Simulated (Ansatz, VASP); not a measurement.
# MoS2: VASP beside Ansatz

```
CELL_PARAMETERS angstrom
3.18454 0.00000 0.00000
-1.59227 2.75789 0.00000
0.00000 0.00000 21.67053
ATOMIC_POSITIONS crystal
Mo 0.66667 0.33333 0.14884
Mo 0.33333 0.66667 0.85116
S 0.33333 0.66667 0.22037
S 0.66667 0.33333 0.92275
S 0.33333 0.66667 0.07725
S 0.66667 0.33333 0.77963
```

Alike in both runs: task single point; functional r2SCAN; k mesh 6 × 6 × 1; occupations gaussian, width 0.1 eV; collinear spin.

```csv
,VASP,Ansatz
version,VASP 6.6.1,Ansatz 0.2.0
potentials or method,"VASP PAW PBE potentials, release 64 (Mo_sv, S)","scalar-relativistic, plane waves, PAW"
plane-wave cutoff (eV),520,500
valence electrons in the cell,52,52
```

|  | VASP | Ansatz | Ansatz less VASP |
| --- | --- | --- | --- |
| gap on the k mesh at the Fermi level (eV) | 1.34 | 1.33 | -0.017 |
| least direct gap on the mesh (eV) | 1.75 | 1.74 | -0.008 |
| rms of the force components (eV/Å) | 0.017 | 0.016 | -0.0014 |
| net moment per atom (μB) | 0.00 | 0.00 | 0.000 |

Atom by atom the forces differ by 0.001 eV/Å (rms over components). With one functional, cell and mesh, what is left measures potentials, basis and numerics. Ansatz warned: «seeded_moment_not_kept».

Caveats: the PAW data sets were made with another functional, which shifts forces and pressure a little (VASP). r2SCAN opens gaps a little over a GGA but as a rule still falls short of measured ones.
